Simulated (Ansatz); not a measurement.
# Sn (I4_1/amd) in Ansatz: notebook

One crystal, Sn, is run at these levels: PBE; tasks: single point, relaxation of cell and atoms.

Everything below comes from runs of Ansatz 0.2.0. Logs are shortened: lines on timing, memory, paths and dates and some standing lists are left out, and cuts for length are marked.

## 1. The structure

The structure is tetragonal, space group I4_1/amd (No. 141). Conventional cell: a = 5.880 Å, b = 5.880 Å, c = 3.199 Å, α = 90.00°, β = 90.00°, γ = 90.00°. Around Sn (site symmetry -4m2) lie 6 Sn at 3.05 to 3.20 Å.

## 2. Single point, PBE

Input file input.yaml:

```yaml
crystal:
  lattice:
    - [-2.9401404553, 2.9401404553, 1.5993019889]
    - [2.9401404553, -2.9401404553, 1.5993019889]
    - [2.9401404553, 2.9401404553, -1.5993019889]
  atoms:
    - { symbol: Sn, position: [0.0, 0.0, 0.0] }
    - { symbol: Sn, position: [0.75, 0.25, 0.5] }
hamiltonian:
  xc: pbe
  pseudopotentials: { kind: paw }
kpoints:
  mp_grid: { grid: [9, 9, 9] }
scf:
  occupations: { method: gaussian, width: 0.011 }
output:
  forces: true
  stress: true
  eigenvalues: true
```

Potentials or basis: Ansatz PAW.

Launch:

```sh
> ansatz run input.yaml --threads 2 --pin off --max-ram 5632MiB --backend cpu --events-out ev --progress --plain --runs-dir out
```

What it wrote:

```text
Warning: RAYON_NUM_THREADS=2 ignored (pool sized by the plan → 2); use --threads N
Engine: ansatz 0.2.0, x86_64-unknown-linux-gnu
Pseudopotentials: kind: paw
Pseudopotential: Sn, paw, valence charge 14, recommended cutoff 420 eV (normal), Sn.paw.azcp
Functional definition: PBE
  parameter kappa = 0.804
  parameter beta = 0.06672455060314922
  exchange = pbe_x(kappa = kappa, mu = beta*pi^2/3)
  correlation = pbe_c(beta = beta)
Crystal: 2 atoms, lattice volume = 55.300 Å³
Basis set: ecut = 420 eV, 1109 PW (Γ), exchange–correlation on 60×60×60 points (8 copies of the dense FFT grid, shifted against one another)
Bands: 18, of which v1, the nominal top of the filled ones, is band 14 counted from 1 (13 counted from 0)
Symmetry: 16 space group operations
Space group: I41/amd (ITA 141), of the structure as read, at distance tolerance 3.8e-5 Å
k-points: 75 of 729
Non-local potential: Sn, projectors of the file, l = 0: 2, l = 1: 2, l = 2: 2, l = 3: 2
PAW form: soft (Blöchl's): semilocal exchange-correlation on the pseudo side does not see the compensation charge
PAW one-centre angular grid: Sn, 590 points (default); XC on 64 Gauss nodes
Initial density: superposition of atomic densities (neutral atoms: chi_scale 0, normalization atom), corrected by the library's trained network
Initial wavefunctions: pseudopotential atomic-orbital guess
Functional: x = pbe(κ = 0.804, μ = 0.2195149727645171), c = pbe(β = 0.06672455060314922)
SCF iter   1: F=—  HF=-12048.329474 eV  |F-HF|=—  |Δ(HF+E_count)|=         —  Δρ=9.55e-4  dr2=2.81e-4  ethr=1.77e-3  ⟨swp⟩=6.2  Hψ=7066  notcnv=0
preconditioner: auto → none  [insulator: Δε(μ)=0.020 eV  Ē_g=20.190 eV  σ=0.011 eV  W_gap=0.76  n_scr=16 (ndim 8)  ℏωp=26.4 eV  f_vac=0.000  D(μ)=1.92/eV (n_scr^D=16)  ε∞_Penn≈2.7]
SCF iter   2: F=—  HF=-12048.328548 eV  |F-HF|=—  |Δ(HF+E_count)|=   9.26e-4  Δρ=5.55e-4  dr2=1.18e-4  ethr=1.00e-6  ⟨swp⟩=2.2  Hψ=3072  notcnv=0  defer=2
SCF iter   3: F=—  HF=-12048.328542 eV  |F-HF|=—  |Δ(HF+E_count)|=   6.54e-6  Δρ=2.14e-4  dr2=1.27e-5  ethr=4.20e-7  ⟨swp⟩=2.0  Hψ=2397  notcnv=0  defer=2
SCF iter   4: F=—  HF=-12048.328557 eV  |F-HF|=—  |Δ(HF+E_count)|=   1.56e-5  Δρ=9.76e-5  dr2=2.91e-6  ethr=4.52e-8  ⟨swp⟩=3.0  Hψ=2390  notcnv=0  defer=2
SCF iter   5: F=—  HF=-12048.328560 eV  |F-HF|=—  |Δ(HF+E_count)|=   2.12e-6  Δρ=4.60e-5  dr2=7.34e-7  ethr=1.04e-8  ⟨swp⟩=2.0  Hψ=1629  notcnv=0  defer=2
SCF iter   6: F=—  HF=-12048.328559 eV  |F-HF|=—  |Δ(HF+E_count)|=   3.00e-7  Δρ=1.91e-5  dr2=1.31e-7  ethr=2.62e-9  ⟨swp⟩=2.4  Hψ=2117  notcnv=0  defer=2
SCF iter   7: F=-12048.328559 eV  HF=-12048.328559 eV  |F-HF|=1.13e-10  |Δ(HF+E_count)|=   9.03e-8  Δρ=8.06e-7  dr2=1.42e-10  ethr=3.57e-10  ⟨swp⟩=5.5  Hψ=5228  notcnv=0
SCF 1 converged in 7 iterations: F = -12048.328559 eV  dr2 = 1.42e-10
SCF converged after 7 iterations
Free energy (F): -12048.328559 eV
Harris-Foulkes:  -12048.328559 eV  (|F-HF|=1.13e-10)
Internal energy: -12048.328451 eV  (E = F + TS)
E sigma→0 (E₀):  -12048.328505 eV
Entropy (-TS):   -0.000108 eV (-0.054 meV/atom)
Fermi energy:    10.470392 eV
--- Per-component energies (eV) ---
  E_band       = -171.132787
  E_kinetic    = 373.027030
  E_local      = -1725.533122  (includes V_loc(G=0)·N_el)
  E_nonlocal   = -64.782499
  E_hartree    = 1074.132247
  E_xc         = -765.160007
  E_vxc        = -192.126199  (∫ρ·V_xc dr)
  E_paw        = -8272.271495  (= ΣΔE_a)
  E_vpaw       = -709.982070  (= ΣTr[D̂ρ^β])
  E_aug_tail   = -0.000001  (compensation charges beyond the density's cutoff)
  E_ewald      = -2667.740604
  E_smearing   = -0.000108  (= −TS)
  E_closure    = 0.000000  (closes the sum)
  Σ components = -12048.328559   (vs F -12048.328559, Δ=0.00e0)
--- Forces (eV/Å), atoms counted from 1 ---
  atom   1  Sn     0.00000000    -0.00000000     0.00000000
  atom   2  Sn     0.00000000     0.00000000     0.00000000
  max |Σ_I F_I| component: 0.00e0 eV/Å
--- Stress (GPa, compression-positive) ---
        1.557928       0.000000       0.000000
        0.000000       1.557928       0.000000
        0.000000      -0.000000       1.145857
  P = ⅓ Tr σ = 1.4206 GPa (14.206 kbar)
--- Band table (eV; the first three rows and the last of 75) ---
  k-point 0: bands = ["-11.1678", "-11.0902", "-11.0479", "-11.0377", "-10.8962", "-10.8962", "-10.8860", "-10.8860", "-10.8039", "-10.6992", "-0.5311", "6.7627", "8.5302", "8.5302", "13.4598", "16.5874", "16.5874", "17.2058"]
  k-point 1: bands = ["-11.1581", "-11.0919", "-11.0439", "-11.0397", "-10.9008", "-10.8910", "-10.8835", "-10.8824", "-10.8096", "-10.7090", "-0.4218", "5.9540", "8.6600", "9.1346", "13.9659", "15.6684", "15.9954", "17.1620"]
  k-point 2: bands = ["-11.1301", "-11.0953", "-11.0583", "-11.0169", "-10.9157", "-10.8790", "-10.8784", "-10.8720", "-10.8257", "-10.7355", "-0.0939", "4.6274", "9.0460", "9.9563", "14.2576", "14.8170", "15.3737", "16.8539"]
  k-point 74: bands = ["-11.1023", "-11.1011", "-10.9391", "-10.9147", "-10.9125", "-10.9050", "-10.8925", "-10.8810", "-10.8762", "-10.8751", "2.6585", "3.0110", "5.8153", "6.1749", "15.5005", "15.5078", "19.0122", "19.4886"]
```

It took 8.6 s on 2 threads of Intel Xeon at 2.50GHz (Skylake/Cascade Lake), shared host; peak memory 0.38 GiB.

Results:

```
Free energy            : -12048.3286 eV
Pressure               : 1.4 GPa
Band gap on the k mesh : none (metal or under the smearing width)
```

Levels at points of the mesh, in eV from the Fermi level:
```tsv
k point	band 12	band 13	band 14	band 15	band 16	band 17
(0.00, 0.00, 0.00)	-3.71	-1.94	-1.94	2.99	6.12	6.12
```

## 3. Relaxation of cell and atoms, PBE

Changes to input.yaml since step 2:

```diff
@@ -14,3 +14,3 @@
 scf:
-  occupations: { method: gaussian, width: 0.011 }
+  occupations: { method: fermi_dirac, width: 0.05 }
 output:
@@ -18,2 +18,9 @@
   stress: true
-  eigenvalues: true
+  write_density: true
+  write_potential: true
+  elf: true
+  volumetric_format: npy
+relax:
+  f_tol: 0.01
+  max_steps: 40
+  cell: { stress_tol: 0.05 }
```

Potentials or basis: Ansatz PAW.

Launch:

```sh
> ansatz run input.yaml --threads 2 --pin off --max-ram 5632MiB --backend cpu --events-out ev --progress --plain --runs-dir out
```

What it wrote:

```text
Warning: RAYON_NUM_THREADS=2 ignored (pool sized by the plan → 2); use --threads N
[... 8 set-up lines as earlier in the session ...]
Crystal: 2 atoms, lattice volume = 55.300 Å³
Basis set: ecut = 420 eV, 1109 PW (Γ), exchange–correlation on 60×60×60 points (8 copies of the dense FFT grid, shifted against one another)
Bands: 18, of which v1, the nominal top of the filled ones, is band 14 counted from 1 (13 counted from 0)
[... 2 set-up lines as earlier in the session ...]
k-points: 75 of 729
[... 6 set-up lines as earlier in the session ...]
SCF iter   1: F=—  HF=-12048.333694 eV  |F-HF|=—  |Δ(HF+E_count)|=         —  Δρ=9.57e-4  dr2=2.75e-4  ethr=1.77e-3  ⟨swp⟩=6.1  Hψ=6949  notcnv=0
preconditioner: auto → Kerker (q_TF=auto, 2.436 Å⁻¹)  [metal: Δε(μ)=0.020 eV  Ē_g=20.190 eV  σ=0.050 eV  W_gap=0.10  n_scr=16 (ndim 8)  ℏωp=26.4 eV  f_vac=0.000  D(μ)=0.94/eV (n_scr^D=4)]
SCF iter   2: F=—  HF=-12048.332737 eV  |F-HF|=—  |Δ(HF+E_count)|=   9.57e-4  Δρ=5.97e-4  dr2=1.44e-4  ethr=9.84e-7  ⟨swp⟩=2.1  Hψ=3005  notcnv=0
SCF iter   3: F=—  HF=-12048.332752 eV  |F-HF|=—  |Δ(HF+E_count)|=   1.51e-5  Δρ=3.24e-4  dr2=4.19e-5  ethr=5.13e-7  ⟨swp⟩=2.3  Hψ=2449  notcnv=0
SCF iter   4: F=—  HF=-12048.332783 eV  |F-HF|=—  |Δ(HF+E_count)|=   3.11e-5  Δρ=1.21e-4  dr2=4.75e-6  ethr=1.50e-7  ⟨swp⟩=2.0  Hψ=2403  notcnv=0
SCF iter   5: F=—  HF=-12048.332781 eV  |F-HF|=—  |Δ(HF+E_count)|=   2.87e-6  Δρ=4.58e-5  dr2=7.11e-7  ethr=1.70e-8  ⟨swp⟩=2.0  Hψ=2100  notcnv=0
SCF iter   6: F=-12048.332780 eV  HF=-12048.332780 eV  |F-HF|=7.09e-11  |Δ(HF+E_count)|=   4.25e-7  Δρ=2.55e-6  dr2=2.85e-9  ethr=3.57e-10  ⟨swp⟩=6.9  Hψ=8769  notcnv=0
SCF 1 converged in 6 iterations: F = -12048.332780 eV  dr2 = 2.85e-9
relax step   1: F+E_penalty+E_count = -12048.33278013 eV  Δ(F+E_penalty+E_count) = +0.000e0 eV  max|allowed force component| = 8.674e-19 eV/Å  Δτ_max = 0.0000 Å  P = +1.403 GPa  Ω = 55.300 Å³  (6 SCF iters, dr2 threshold 1.00e-7 eV, accepted)
Crystal: 2 atoms, lattice volume = 57.381 Å³
Basis set: ecut = 420 eV, 1129 PW (Γ), exchange–correlation on 60×60×60 points (8 copies of the dense FFT grid, shifted against one another)
Initial density: handed on by an earlier stage of this run
Initial wavefunctions: those handed on with the density
iter 1 solved again at ethr=9.08e-7 eV; its pass at ethr=3.10e-3 eV (dr2=2.54e-4 eV) is discarded
SCF iter   1: F=—  HF=-12048.338280 eV  |F-HF|=—  |Δ(HF+E_count)|=         —  Δρ=8.22e-4  dr2=2.82e-4  ethr=9.08e-7  ⟨swp⟩=2.8  Hψ=9672  notcnv=0
preconditioner: auto → Kerker (q_TF=auto, 2.421 Å⁻¹)  [metal: Δε(μ)=0.052 eV  Ē_g=20.053 eV  σ=0.050 eV  W_gap=0.24  n_scr=16 (ndim 8)  ℏωp=25.9 eV  f_vac=0.000  D(μ)=0.92/eV (n_scr^D=4)]
[... 13 lines left out ...]
SCF 3 converged in 4 iterations: F = -12048.339227 eV  dr2 = 3.41e-8
relax step   3: F+E_penalty+E_count = -12048.33922667 eV  Δ(F+E_penalty+E_count) = -8.742e-4 eV  max|allowed force component| = 3.469e-18 eV/Å  Δτ_max = 0.0000 Å  P = -0.025 GPa  Ω = 56.864 Å³  energy of the carried Pulay correction = -3.042e-4 eV  (4 SCF iters, dr2 threshold 2.00e-7 eV, accepted)
Basis set: ecut = 420 eV, 1129 PW (Γ), exchange–correlation on 64×64×64 points (8 copies of the dense FFT grid, shifted against one another)
Initial wavefunctions: pseudopotential atomic-orbital guess (no wavefunctions were taken with the density)
iter 1 solved again at ethr=1.10e-7 eV; its pass at ethr=3.10e-3 eV (dr2=3.08e-5 eV) is discarded
SCF iter   1: F=—  HF=-12048.339532 eV  |F-HF|=—  |Δ(HF+E_count)|=         —  Δρ=3.02e-5  dr2=1.19e-7  ethr=1.10e-7  ⟨swp⟩=2.9  Hψ=10210  notcnv=0
preconditioner: auto → Kerker (q_TF=auto, 2.424 Å⁻¹)  [metal: Δε(μ)=0.056 eV  Ē_g=20.081 eV  σ=0.050 eV  W_gap=0.26  n_scr=16 (ndim 8)  ℏωp=26.1 eV  f_vac=0.000  D(μ)=0.93/eV (n_scr^D=4)]
SCF iter   2: F=—  HF=-12048.339532 eV  |F-HF|=—  |Δ(HF+E_count)|=   1.91e-7  Δρ=1.53e-5  dr2=4.49e-8  ethr=4.27e-10  ⟨swp⟩=2.1  Hψ=2372  notcnv=0
SCF iter   3: F=—  HF=-12048.339532 eV  |F-HF|=—  |Δ(HF+E_count)|=   3.81e-8  Δρ=3.94e-6  dr2=8.41e-9  ethr=1.60e-10  ⟨swp⟩=2.0  Hψ=1668  notcnv=0
SCF iter   4: F=—  HF=-12048.339532 eV  |F-HF|=—  |Δ(HF+E_count)|=  5.80e-10  Δρ=9.73e-7  dr2=5.41e-10  ethr=3.00e-11  ⟨swp⟩=2.0  Hψ=1652  notcnv=0
SCF iter   5: F=-12048.339532 eV  HF=-12048.339532 eV  |F-HF|=3.64e-12  |Δ(HF+E_count)|=  1.75e-10  Δρ=2.00e-7  dr2=1.67e-11  ethr=1.00e-12  ⟨swp⟩=4.6  Hψ=6781  notcnv=0
SCF 4 converged in 5 iterations: F = -12048.339532 eV  dr2 = 1.67e-11
relax step   4: F+E_penalty+E_count = -12048.33953211 eV  Δ(F+E_penalty+E_count) = -3.054e-4 eV  max|allowed force component| = 1.041e-17 eV/Å  Δτ_max = 0.0000 Å  P = -0.026 GPa  Ω = 56.864 Å³  stress off target by 3.19e-2 GPa  SCF on the basis re-selected at this cell (its energy is not comparable with the rows above)  (5 SCF iters)
basis re-selected at this cell: Δ(F+E_penalty+E_count) = -3.054e-4 eV, ΔP = -0.001 GPa vs the last step (what re-selecting the basis moved, of the pressure what is left beyond the Pulay correction that the steps carried, after the strain that the cell walked since its last selection, with what the two solves' SCF thresholds leave and, on support functions, any second-order correction that the steps lacked; it is no measure of the basis error at this ecutwfc). The dense FFT grid was sized anew with the basis: this SCF ran on 32×32×32 points, the steps before it on 30×30×30, so part of this shift can come from that change (see relax.cell in the input reference). This SCF's stress stands 3.19e-2 GPa from its target on what of the cell is left free (relax.cell.stress_tol is 5.00e-2 GPa) and its largest allowed force component is 1.04e-17 eV/Å (relax.f_tol is 1.00e-2 eV/Å): within both
SCF converged after 5 iterations
Free energy (F): -12048.339532 eV
Harris-Foulkes:  -12048.339532 eV  (|F-HF|=3.64e-12)
Internal energy: -12048.332022 eV  (E = F + TS)
E sigma→0 (E₀):  -12048.335777 eV
Entropy (-TS):   -0.007511 eV (-3.755 meV/atom)
Fermi energy:    10.065538 eV
--- Per-component energies (eV) ---
  E_band       = -181.628765
  E_kinetic    = 372.238141
  E_local      = -1763.836196  (includes V_loc(G=0)·N_el)
  E_nonlocal   = -64.881156
  E_hartree    = 1088.062210
  E_xc         = -764.833695
  E_vxc        = -191.656502  (∫ρ·V_xc dr)
  E_paw        = -8272.035868  (= ΣΔE_a)
  E_vpaw       = -709.617570  (= ΣTr[D̂ρ^β])
  E_aug_tail   = -0.000001  (compensation charges beyond the density's cutoff)
  E_ewald      = -2643.045456
  E_smearing   = -0.007511  (= −TS)
  E_closure    = 0.000000  (closes the sum)
  Σ components = -12048.339532   (vs F -12048.339532, Δ=0.00e0)
--- Forces (eV/Å), atoms counted from 1 ---
  atom   1  Sn     0.00000000     0.00000000     0.00000000
  atom   2  Sn     0.00000000    -0.00000000     0.00000000
  max |Σ_I F_I| component: 6.94e-18 eV/Å
--- Stress (GPa, compression-positive) ---
       -0.022347      -0.000000      -0.000000
       -0.000000      -0.022347       0.000000
       -0.000000       0.000000      -0.031879
  P = ⅓ Tr σ = -0.0255 GPa (-0.255 kbar)
--- Band table (eV; the first three rows and the last of 75) ---
  k-point 0: bands = ["-11.5374", "-11.4725", "-11.4262", "-11.4233", "-11.2896", "-11.2896", "-11.2804", "-11.2804", "-11.2057", "-11.1086", "-0.7381", "6.2333", "8.1812", "8.1812", "13.0810", "16.0068", "16.0068", "16.6725"]
  k-point 1: bands = ["-11.5285", "-11.4739", "-11.4288", "-11.4190", "-11.2937", "-11.2850", "-11.2782", "-11.2771", "-11.2109", "-11.1177", "-0.6318", "5.5039", "8.3070", "8.7180", "13.5703", "15.1239", "15.4276", "16.6419"]
  k-point 2: bands = ["-11.5028", "-11.4766", "-11.4417", "-11.3983", "-11.3072", "-11.2744", "-11.2738", "-11.2677", "-11.2255", "-11.1421", "-0.3131", "4.2488", "8.6813", "9.4997", "13.7508", "14.2738", "14.9312", "16.3585"]
  k-point 74: bands = ["-11.4824", "-11.4812", "-11.3279", "-11.3056", "-11.3043", "-11.2975", "-11.2863", "-11.2760", "-11.2713", "-11.2704", "2.3268", "2.6547", "5.5592", "5.8946", "15.0715", "15.0792", "18.3051", "18.7702"]
--- Relaxed structure (3 steps of the walk, 3 accepted, 1 SCFs on fresh bases) ---
  F+E_penalty+E_count = -12048.33953211 eV   max|allowed force component| = 1.041e-17 eV/Å   (the final SCF, on the basis selected at the relaxed cell)
  cell:  # Å, volume = 56.8639 Å³
    - [-2.97177906442798, 2.97177906442798, 1.6096939958653553]
    - [2.97177906442798, -2.97177906442798, 1.6096939958653553]
    - [2.97177906442798, 2.97177906442798, -1.6096939958653553]
  atoms:
    - { symbol: Sn, position: [2.0470216194470908e-36, 1.9190827682316472e-37, 2.2389298962702554e-36] }
    - { symbol: Sn, position: [0.75, 0.25, 0.5] }
```

rho_z.tsv:

```text
# z_ang	rho[e/angstrom^3]
# format = ansatz-planar-average/11
# lattice	-2.971779064	2.971779064	1.609693996
# lattice	2.971779064	-2.971779064	1.609693996
# lattice	2.971779064	2.971779064	-1.609693996
# sites	2
# site	50	0.000000000	0.000000000	0.000000000
# site	50	-0.000000000	2.971779064	0.804846998
0.000000	9.815621e-1
0.140639	9.189435e-1
0.281278	7.601314e-1
0.421917	5.698391e-1
0.562556	4.050284e-1
0.703195	2.903926e-1
[... 24 lines left out ...]
4.219173	7.601314e-1
4.359812	9.189435e-1
```

v_z.tsv:

```text
# z_ang	v_es[eV]	v_tot[eV]
# format = ansatz-planar-average/11
# xc	pbe
# density_cutoff_ev	1680
# datasets	Sn=:simpson_from_first_knot:soft
# lattice	-2.971779064	2.971779064	1.609693996
# lattice	2.971779064	-2.971779064	1.609693996
# lattice	2.971779064	2.971779064	-1.609693996
# sites	2
# site	50	0.000000000	0.000000000	0.000000000
# site	50	-0.000000000	2.971779064	0.804846998
0.000000	9.253120e0	-2.532286e0
0.140639	9.009218e0	-2.636983e0
0.281278	8.391636e0	-2.868348e0
0.421917	7.693481e0	-3.018280e0
0.562556	7.250582e0	-2.863258e0
0.703195	7.289176e0	-2.288648e0
[... 24 lines left out ...]
4.219173	8.391636e0	-2.868348e0
4.359812	9.009218e0	-2.636983e0
```

It took 32 s on 2 threads of Intel Xeon at 2.50GHz (Skylake/Cascade Lake), shared host; peak memory 0.42 GiB.

Results:

```yaml
Free_energy: -12048.3395 eV
Relaxed_volume: 28.43 Å³/atom
Relaxed_cell: a = 4.500 Å, b = 4.500 Å, c = 4.500 Å, α = 97.35°, β = 97.35°, γ = 138.09°
Space_group_after_relaxing_to_0.05_Å: I4_1/amd (No. 141)
Energy_gained_by_relaxing: 3.4 meV/atom
Ionic_steps: 4
Pressure_after_relaxing: 0.0 GPa
Band_gap_on_the_k_mesh: none (metal or under the smearing width)
```

Step by step:
| step | energy change (eV) | largest force (eV/Å) | volume (Å³) |
| --- | --- | --- | --- |
| 1 | 0.0000 | 0.0000 | 55.30 |
| 2 | -0.0056 | 0.0000 | 57.38 |
| 3 | -0.0064 | 0.0000 | 56.86 |
| 4 | -0.0068 | 0.0000 | 56.86 |

Final structure:
```yaml
crystal:
  lattice:
    - [-2.97178, 2.97178, 1.60969]
    - [2.97178, -2.97178, 1.60969]
    - [2.97178, 2.97178, -1.60969]
  atoms:
    - { symbol: Sn, position: [0.00000, 0.00000, 0.00000] }
    - { symbol: Sn, position: [0.75000, 0.25000, 0.50000] }
```

Levels at points of the mesh, in eV from the Fermi level:
```tsv
k point	band 12	band 13	band 14	band 15	band 16	band 17
(0.00, 0.00, 0.00)	-3.83	-1.88	-1.88	3.02	5.94	5.94
```

Caveat: the plane-wave basis is chosen anew once the cell has moved, so the energies of steps on either side of that aren't comparable.

## 4. Single point, PBE

Changes to input.yaml since step 3:

```diff
@@ -14,3 +14,3 @@
 scf:
-  occupations: { method: fermi_dirac, width: 0.05 }
+  occupations: { method: gaussian, width: 0.1 }
 output:
@@ -18,9 +18,2 @@
   stress: true
-  write_density: true
-  write_potential: true
-  elf: true
-  volumetric_format: npy
-relax:
-  f_tol: 0.01
-  max_steps: 40
-  cell: { stress_tol: 0.05 }
+  eigenvalues: true
```

Launch:

```sh
> ansatz run input.yaml --threads 2 --pin off --max-ram 5632MiB --backend cpu --events-out ev --progress --plain --runs-dir out
```

Run time: 9.1 s. Hardware: 2 threads of Intel Xeon at 2.50GHz (Skylake/Cascade Lake), shared host; peak memory 0.38 GiB.

Results (log left out):

```
Free energy            : -12048.3313 eV
Pressure               : 1.4 GPa
Band gap on the k mesh : none (metal or under the smearing width)
```

Stress tensor (GPa, compression positive):
```
1.54 0.00 0.00
0.00 1.54 0.00
0.00 0.00 1.14
```

Levels at points of the mesh, in eV from the Fermi level:
| k point | band 10 | band 11 | band 12 | band 13 | band 14 | band 15 | band 16 | band 17 | band 18 |
| --- | --- | --- | --- | --- | --- | --- | --- | --- | --- |
| (0.00, 0.00, 0.00) | -21.18 | -11.01 | -3.72 | -1.95 | -1.95 | 2.98 | 6.11 | 6.11 | 6.73 |

## 5. The runs side by side

| task | cell | smearing | gap on the mesh (eV) | pressure (GPa) |
| --- | --- | --- | --- | --- |
| single point | as given | gaussian 0.011 eV | none | 1.4 |
| relaxation of cell and atoms | relaxed | fermi-dirac 0.05 eV | none | 0.0 |
| single point | as given | gaussian 0.1 eV | none | 1.4 |

Alike in all rows: level PBE; potentials or basis Ansatz PAW; no spin polarisation; k mesh 9 × 9 × 9; cutoff (eV) 420.

Caveats: the plane-wave basis is chosen anew once the cell has moved, so the energies of steps on either side of that aren't comparable (some runs).

Total energies depend on the potentials used, so only differences within one code and one set of settings carry meaning.
